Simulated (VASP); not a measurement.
Crystal: WC (Qusongite).

```
W C
1.0
     2.90650    0.00000    0.00000
    -1.45325    2.51710    0.00000
     0.00000    0.00000    2.83660
W C
1 1
Direct
  0.00000 0.00000 0.00000
  0.66667 0.33333 0.50000
```

- Program: VASP 6.6.1
- Task: relaxation of cell and atoms
- Functional: PBE
- Potentials or basis: VASP PAW PBE potentials, release 64 (W_sv_GW, C_GW)
- Cutoff: 680 eV
- k mesh: 10 × 10 × 9
- Occupations: fermi-dirac, width 0.05 eV
- Spin: no spin polarisation

At the start: pressure 5.4 GPa; volume 10.38 Å³/atom.

Problem. Where does the relaxation end?

Solution. Over 10 steps the energy falls by 2.4 meV/atom and the volume is 10.52 Å³/atom (+1.4 %); space group P-6m2 (No. 187, to 0.05 Å).

The path:
```csv
step,energy change (eV),largest force (eV/Å),pressure (GPa),volume (Å³)
1,0.0000,0.0000,5.41,20.75
2,0.0283,0.0000,-13.21,21.82
3,-0.0048,0.0000,-0.09,21.04
4,-0.0048,0.0000,-0.14,21.04
5,-0.0036,0.0000,2.68,20.89
6,-0.0048,0.0000,0.08,21.03
7,-0.0048,0.0000,0.16,21.03
8,-0.0049,0.0000,0.13,21.03
9,-0.0049,0.0000,-0.21,21.05
10,-0.0049,0.0000,-0.05,21.04
```

Final structure:
```
W C
1.0
     2.92213    0.00000    0.00000
    -1.46107    2.53064    0.00000
     0.00000    0.00000    2.84537
W C
1 1
Cartesian
  0.0000 0.0000 0.0000
  1.4611 0.8435 1.4227
```
